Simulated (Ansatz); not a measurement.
# In (I4/mmm) in Ansatz: a series of runs

Aim: see how the results for In move with the level of theory and the settings. Levels: PBE-PBEsol, SVWN5. Tasks: magnetic field, elastic constants.

All numbers are computed with Ansatz 0.2.0; they aren't measurements. Logs are shortened: lines on timing, memory, paths and dates and some standing lists are left out, and cuts for length are marked.

**1. The crystal as given**

The structure is tetragonal, space group I4/mmm (No. 139). Conventional cell: a = 3.251 Å, b = 3.251 Å, c = 4.947 Å, α = 90.00°, β = 90.00°, γ = 90.00°. In (site symmetry 4/mmm) is surrounded by 12 In at 3.25 to 3.38 Å.

**2. Magnetic field, PBE-PBEsol, collinear spin, random start**

Contents of input.yaml:

```yaml
crystal:
  lattice:
    - [-1.62547, 1.62547, 2.4737]
    - [1.62547, -1.62547, 2.4737]
    - [1.62547, 1.62547, -2.4737]
  atoms:
    - { symbol: In, position: [0.0, 0.0, 0.0], spin: 0.12 }
kpoints:
  mp_grid: { grid: [11, 11, 11] }
scf:
  occupations: { method: methfessel_paxton, width: 0.1 }
hamiltonian:
  xc: { exchange: pbe, correlation: pbesol }
  pseudopotentials: { kind: all_electron, lapw: { basis_error: 0.001 } }
magnetization:
  spin_polarized: true
  magnetic_field: 500
output:
  forces: true
  stress: true
  eigenvalues: true
```

Potentials or basis: all-electron LAPW, scalar-relativistic.

Command:

```
ansatz run input.yaml --threads 1 --pin off --max-ram 2560MiB --backend cpu --events-out ev --progress --plain --runs-dir out
```

Standard output:

```text
Warning: RAYON_NUM_THREADS=1 ignored (pool sized by the plan → 1); use --threads N
LAPW: plane waves up to 6.855 Å⁻¹, error target 1.0e-3 eV per atom; small_component_spin mean_spin; In in spheres of 1.625 Å, 21 of its electrons in bands, Dirac shells [] (how accurate: hamiltonian.pseudopotentials.lapw.basis_error, Limitations)
Engine: ansatz 0.2.0, x86_64-unknown-linux-gnu
Pseudopotentials: kind: all_electron
Pseudopotential: In, LAPW, valence charge 21, lapw/all_electron/scalar/gaussian/In, Koelling and Harmon's equation, gaussian nucleus
Functional definition: unnamed
  exchange = pbe_x
  correlation = pbe_c(beta = 0.046)
Crystal: 1 atoms, lattice volume = 26.144 Å³
Basis set: ecut = 179.01032111561483 eV, 145 PW (Γ), exchange–correlation at level 2
Bands: 15, of which v1, the nominal top of the filled ones, is band 11 counted from 1 (10 counted from 0)
Symmetry: 16 space group operations
Space group: I4/mmm (ITA 139), of the structure as read, at distance tolerance 3.0e-5 Å
Magnetic group: BNS 139.531 (UNI 1191), of the structure as read, at distance tolerance 3.0e-5 Å
k-points: 126 of 1331
Non-local potential: In, projectors of the file, none
Initial density: superposition of atomic densities (chi_scale 0.1, normalization cell)
Starting moments: Σ|m| = 0.12 μB on 1 of 1 site
Magnetic field: 500 T along the axis of the moments, on the spin alone (28.9419 meV per μB along it)
Initial wavefunctions: plane waves of lowest kinetic energy (no species holds an atomic orbital)
Functional: x = pbe(κ = 0.804, μ = 0.2195149727645171), c = pbesol(β = 0.046)
iter 1 solved again at ethr=2.53e-5 eV; its pass at ethr=1.00e-1 eV (dr2=5.32e-3 eV) is discarded
SCF iter   1: F=—  HF=-160055.289463 eV  |F-HF|=—  |Δ(HF+E_count)|=         —  Δρ=3.14e-3 (↑3.14e-3 ↓3.06e-3)  dr2=5.37e-3  dr2_m=5.66e-4  M=0.040 μB ∫|m|=0.041 μB  β_m=0.30  ethr=2.53e-5  ⟨swp⟩=3.7  Hψ=27474  notcnv=0
preconditioner: auto → Kerker (q_TF=auto, 2.630 Å⁻¹)  [metal: Δε(μ)=0.044 eV  Ē_g=19.460 eV  σ=0.100 eV  W_gap=0.36  n_scr=10 (ndim 8)  ℏωp=26.2 eV  f_vac=0.000  D(μ)=0.49/eV (n_scr^D=0)]
spin=Collinear: Kerker preconditioning applied to the charge; magnetization (m = ρ↑ − ρ↓) channel mixes plain (no charge-response kernel on spin).
SCF iter   2: F=—  HF=-160055.270522 eV  |F-HF|=—  |Δ(HF+E_count)|=   1.89e-2  S|Δr|=    0.00e0  Δρ=2.32e-3 (↑2.32e-3 ↓2.29e-3)  dr2=3.22e-3  dr2_m=3.30e-4  M=0.035 μB ∫|m|=0.035 μB  β_m=0.30  ethr=2.53e-5  ⟨swp⟩=2.0  Hψ=10723  notcnv=0
SCF iter   3: F=—  HF=-160055.266483 eV  |F-HF|=—  |Δ(HF+E_count)|=   4.04e-3  S|Δr|=    0.00e0  Δρ=1.52e-3 (↑1.52e-3 ↓1.52e-3)  dr2=1.47e-3  dr2_m=1.94e-4  M=0.031 μB ∫|m|=0.031 μB  β_m=0.30  ethr=1.53e-5  ⟨swp⟩=2.0  Hψ=10724  notcnv=0
SCF iter   4: F=—  HF=-160055.266526 eV  |F-HF|=—  |Δ(HF+E_count)|=   4.29e-5  S|Δr|=    0.00e0  Δρ=9.22e-4 (↑9.09e-4 ↓9.22e-4)  dr2=4.31e-4  dr2_m=1.15e-4  M=0.027 μB ∫|m|=0.028 μB  β_m=0.30  ethr=6.99e-6  ⟨swp⟩=2.0  Hψ=10727  notcnv=0
SCF iter   5: F=—  HF=-160055.266825 eV  |F-HF|=—  |Δ(HF+E_count)|=   2.98e-4  S|Δr|=    0.00e0  Δρ=6.91e-4 (↑6.77e-4 ↓6.91e-4)  dr2=2.34e-4  dr2_m=6.68e-5  M=0.025 μB ∫|m|=0.025 μB  β_m=0.30  ethr=2.05e-6  ⟨swp⟩=2.0  Hψ=10724  notcnv=0
iter 6 solved again at ethr=4.66e-8 eV; its pass at ethr=1.11e-6 eV (dr2=9.79e-6 eV) is discarded
SCF iter   6: F=—  HF=-160055.267058 eV  |F-HF|=—  |Δ(HF+E_count)|=   2.33e-4  S|Δr|=    0.00e0  Δρ=4.18e-4 (↑4.17e-4 ↓4.18e-4)  dr2=9.81e-6  dr2_m=3.94e-5  M=0.023 μB ∫|m|=0.023 μB  β_m=0.30  ethr=4.66e-8  ⟨swp⟩=2.0  Hψ=18338  notcnv=0
SCF iter   7: F=—  HF=-160055.267125 eV  |F-HF|=—  |Δ(HF+E_count)|=   6.74e-5  S|Δr|=    0.00e0  Δρ=3.13e-4 (↑3.13e-4 ↓3.13e-4)  dr2=1.54e-6  dr2_m=2.30e-5  M=0.022 μB ∫|m|=0.022 μB  β_m=0.30  ethr=4.66e-8  ⟨swp⟩=2.7  Hψ=10962  notcnv=0
SCF iter   8: F=—  HF=-160055.267166 eV  |F-HF|=—  |Δ(HF+E_count)|=   4.10e-5  S|Δr|=    0.00e0  Δρ=2.39e-4 (↑2.39e-4 ↓2.38e-4)  dr2=3.27e-7  dr2_m=1.35e-5  M=0.021 μB ∫|m|=0.021 μB  β_m=0.30  ethr=7.35e-9  ⟨swp⟩=3.0  Hψ=11118  notcnv=0
Mixer restart at iter 8: flushing history
spin-set hold released at iteration 8 (site moments contracting): the magnetisation degrees of freedom join the quasi-Newton model from the next iteration; the mixer history was flushed
SCF iter   9: F=—  HF=-160055.267191 eV  |F-HF|=—  |Δ(HF+E_count)|=   2.45e-5  S|Δr|=    0.00e0  Δρ=1.83e-4 (↑1.83e-4 ↓1.82e-4)  dr2=2.16e-7  dr2_m=7.91e-6  M=0.020 μB ∫|m|=0.020 μB  β_m=0.65  ethr=1.56e-9  ⟨swp⟩=3.0  Hψ=11116  notcnv=0
SCF iter  10: F=—  HF=-160055.267228 eV  |F-HF|=—  |Δ(HF+E_count)|=   3.68e-5  S|Δr|=    0.00e0  Δρ=1.08e-5 (↑1.08e-5 ↓9.96e-6)  dr2=3.54e-8  dr2_m=1.88e-8  M=0.017 μB ∫|m|=0.017 μB  β_m=0.82  ethr=1.03e-9  ⟨swp⟩=3.6  Hψ=12533  notcnv=0
SCF iter  11: F=—  HF=-160055.267228 eV  |F-HF|=—  |Δ(HF+E_count)|=   1.65e-7  S|Δr|=    0.00e0  Δρ=4.05e-6 (↑4.05e-6 ↓3.70e-6)  dr2=1.14e-8  dr2_m=1.45e-9  M=0.017 μB ∫|m|=0.017 μB  β_m=0.91  ethr=1.69e-10  ⟨swp⟩=3.0  Hψ=11120  notcnv=0
iter 12 did not close the SCF: its close was put off for a magnetic moment that had not settled (scf_convergence_deferred on its scf_iter line)
SCF iter  12: F=-160055.267228 eV  HF=-160055.267228 eV  |F-HF|=6.11e-9  |Δ(HF+E_count)|=   2.02e-8  S|Δr|=    0.00e0  Δρ=1.33e-6 (↑1.33e-6 ↓1.22e-6)  dr2=2.14e-9  dr2_m=3.49e-12  M=0.017 μB ∫|m|=0.017 μB  β_m=0.77  ethr=5.43e-11  ⟨swp⟩=3.0  Hψ=11117  notcnv=0
SCF iter  13: F=—  HF=-160055.267228 eV  |F-HF|=—  |Δ(HF+E_count)|=   2.94e-9  S|Δr|=    0.00e0  Δρ=8.92e-7 (↑8.92e-7 ↓8.56e-7)  dr2=9.80e-10  dr2_m=6.30e-12  M=0.017 μB ∫|m|=0.017 μB  β_m=0.88  ethr=1.02e-11  ⟨swp⟩=2.0  Hψ=10726  notcnv=0
iter 14 did not close the SCF: its close was put off for a magnetic moment that had not settled (scf_convergence_deferred on its scf_iter line)
SCF iter  14: F=-160055.267228 eV  HF=-160055.267228 eV  |F-HF|=5.82e-11  |Δ(HF+E_count)|=  6.69e-10  S|Δr|=    0.00e0  Δρ=1.77e-7 (↑1.58e-7 ↓1.77e-7)  dr2=3.50e-11  dr2_m=1.02e-12  M=0.017 μB ∫|m|=0.017 μB  β_m=0.94  ethr=4.67e-12  ⟨swp⟩=2.4  Hψ=10841  notcnv=0
SCF iter  15: F=-160055.267228 eV  HF=-160055.267228 eV  |F-HF|=0.00e0  |Δ(HF+E_count)|=  1.46e-10  S|Δr|=    0.00e0  Δρ=4.43e-8 (↑3.99e-8 ↓4.43e-8)  dr2=2.68e-12  dr2_m=4.56e-14  M=0.017 μB ∫|m|=0.017 μB  ethr=1.00e-12  ⟨swp⟩=2.0  Hψ=10726  notcnv=0
SCF 1 converged in 15 iterations: F = -160055.267228 eV  dr2 = 2.68e-12
this state was not tested for a lower state beside it, because cold or Methfessel-Paxton smearing, or corrected tetrahedra, fill the levels in a way that the test cannot read (fill_not_monotonic; see scf.lower_state_search)
SCF converged after 15 iterations
Magnetization: 0.0171 μB (10.5085 up, 10.4915 down)
Absolute magnetization: 0.0171 μB (∫|ρ↑−ρ↓|)
Spin contamination: 0.0000 ħ² per cell (⟨S²⟩ above its minimum at these occupations)
Per-site moments (μB) at R_I (Å): [(0.012355533805081365, 1.6254699757786)]
Free energy (F): -160055.267228 eV
Harris-Foulkes:  -160055.267228 eV  (|F-HF|=0.00e0)
Internal energy: -160055.267329 eV  (E = F + TS)
E sigma→0 (E₀):  -160055.267253 eV
Entropy (-TS):   0.000101 eV (0.101 meV/atom)
Fermi energy:    13.566462 eV
--- Per-component energies (eV) ---
  E_band       = -548.027394
  E_kinetic    = 167991.230636
  E_xc         = -4362.362336
  E_zeeman     = -0.000495  (= −μ_B·B·M)
  E_electrostatic = -323684.135135  (all electrons and nuclei)
  E_smearing   = 0.000101  (= −TS)
  E_closure    = 0.000000  (closes the sum)
  E_atoms      = -160052.823010  (free atoms, spherical and without spin; not in F)
  Σ components = -160055.267228   (vs F -160055.267228, Δ=0.00e0)
  Basis errors (estimates in eV, not in F): energy 2.1e-4 per atom: plane waves 2.1e-4 (1.1e-4 summed), levels above the bands 0.0e0, relativity 3.2e-8, radial functions 2.1e-6, core shells 1.1e-9; eigenvalues (radial functions only) 1.6e-5; not estimated: angular momenta, meshes, grids; target (lapw.basis_error) 1.0e-3; muffin-tin radii In 1.625 Å
--- Forces (eV/Å), atoms counted from 1 ---
  atom   1  In    -0.00000000     0.00000000     0.00000000
  max |Σ_I F_I| component: 3.45e-31 eV/Å
--- Stress (GPa, compression-positive) ---
        3.024300      -0.000000      -0.000000
       -0.000000       3.024300       0.000000
       -0.000000       0.000000       2.682750
  P = ⅓ Tr σ = 2.9105 GPa (29.105 kbar)
--- Band table (eV; the first three rows and the last of 252) ---
  k-point 0 ↑: bands = ["-102.0001", "-60.4735", "-60.4666", "-60.4666", "-1.2594", "-1.1521", "-1.1521", "-1.0709", "-0.9684", "3.9318", "23.9599", "23.9599", "24.1299", "25.1475", "27.4600"]
  k-point 1 ↑: bands = ["-102.0001", "-60.4737", "-60.4672", "-60.4669", "-1.2241", "-1.1710", "-1.1309", "-1.0626", "-0.9826", "4.1849", "22.6116", "22.8096", "23.1276", "24.1769", "28.8449"]
  k-point 2 ↑: bands = ["-101.9999", "-60.4743", "-60.4689", "-60.4680", "-1.2217", "-1.1268", "-1.0779", "-1.0725", "-0.9897", "4.9515", "20.6177", "20.8789", "21.5301", "22.8961", "25.0732"]
  k-point 125 ↓: bands = ["-101.9408", "-60.4209", "-60.4103", "-60.4099", "-1.3512", "-1.2325", "-0.8177", "-0.7943", "-0.7780", "10.6579", "11.0677", "16.9468", "18.4160", "21.9126", "23.3594"]
```

Wall time 15 s (1 thread of Intel Xeon 6975P-C (Granite Rapids), shared host); peak memory 0.44 GiB.

Results:

| Quantity | Value |
| --- | --- |
| Free energy | -160055.2672 eV |
| Pressure | 2.9 GPa |
| Band gap on the k mesh | none (metal or under the smearing width) |
| Net moment | 0.02 μB per cell |
| Absolute moment | 0.02 μB per cell |

Stress tensor (GPa, compression positive):
```
3.02 0.00 0.00
0.00 3.02 0.00
0.00 0.00 2.68
```

Levels at points of the mesh, in eV from the Fermi level:
Spin up:
```tsv
k point	band 7	band 8	band 9	band 10	band 11	band 12	band 13	band 14
(0.00, 0.00, 0.00)	-14.72	-14.64	-14.53	-9.63	10.39	10.39	10.56	11.58
```
Spin down:
```
           k point  band 7  band 8  band 9  band 10  band 11  band 12  band 13  band 14
(0.00, 0.00, 0.00)  -14.66  -14.58  -14.47    -9.56    10.46    10.46    10.63    11.66
```

**3. Elastic constants, SVWN5**

Contents of input.yaml:

```yaml
crystal:
  lattice: { a: 3.376906444, b: 3.376906444, c: 3.376906444, alpha: 122.4529320059, beta: 122.4529320059, gamma: 85.8014374354 }
  atoms:
    - { symbol: In, position: [0.0, 0.0, 0.0] }
kpoints:
  mp_grid: { grid: [8, 8, 8] }
scf:
  occupations: { method: fermi_dirac, width: 0.05 }
  algorithm: density_mixing
hamiltonian:
  xc: { exchange: slater, correlation: vwn5 }
  pseudopotentials: { kind: all_electron, lapw: { basis_error: 0.0005 } }
output:
  forces: true
  stress: true
elastic:
  mode: clamped_ion
  stencil: two_point
```

Potentials or basis: all-electron LAPW, scalar-relativistic.

Command:

```
ansatz run input.yaml --threads 1 --pin off --max-ram 2560MiB --backend cpu --events-out ev --progress --plain --runs-dir out
```

Run time: 40 s. Hardware: 1 thread of Intel Xeon 6975P-C (Granite Rapids), shared host; peak memory 0.47 GiB.

The run converged. Its results:

```yaml
Free_energy: -159905.9873 eV
Pressure: -2.7 GPa
Band_gap_on_the_k_mesh: none (metal or under the smearing width)
Voigt_bulk_modulus: 32 GPa
```

Stress tensor (GPa, compression positive):
```
-1.90  1.88  0.00
 1.88 -2.18  0.00
 0.00  0.00 -3.92
```

Levels at points of the mesh, in eV from the Fermi level:
| k point | band 7 | band 8 | band 9 | band 10 | band 11 | band 12 | band 13 | band 14 |
| --- | --- | --- | --- | --- | --- | --- | --- | --- |
| (0.00, 0.00, 0.00) | -14.55 | -14.47 | -14.36 | -9.63 | 10.36 | 10.36 | 10.52 | 11.64 |
| (0.00, 0.00, -0.50) | -14.27 | -14.25 | -14.17 | -2.00 | -1.82 | 3.42 | 3.86 | 7.04 |
| (0.00, -0.50, 0.00) | -14.54 | -14.27 | -14.24 | -4.44 | -3.40 | 7.38 | 8.98 | 11.16 |
| (-0.50, -0.50, -0.50) | -14.26 | -14.23 | -14.23 | -3.08 | -2.71 | 4.63 | 4.63 | 8.21 |

Elastic tensor in Voigt notation (GPa, in the Cartesian axes of the cell as first typed):
```
62  7 40  0  0 11
 7 58 40  0  0 16
38 38  0  0  0 -1
 0  0  0 27  0  0
 0  0  0  0 27  0
13 18  1  0  0 -4
```

Caveat: the k mesh is thin for a metal, which can move the energy by tens of meV per atom; the elastic tensor has a negative eigenvalue, so either the cell is unstable as it stands or the mesh is too thin.
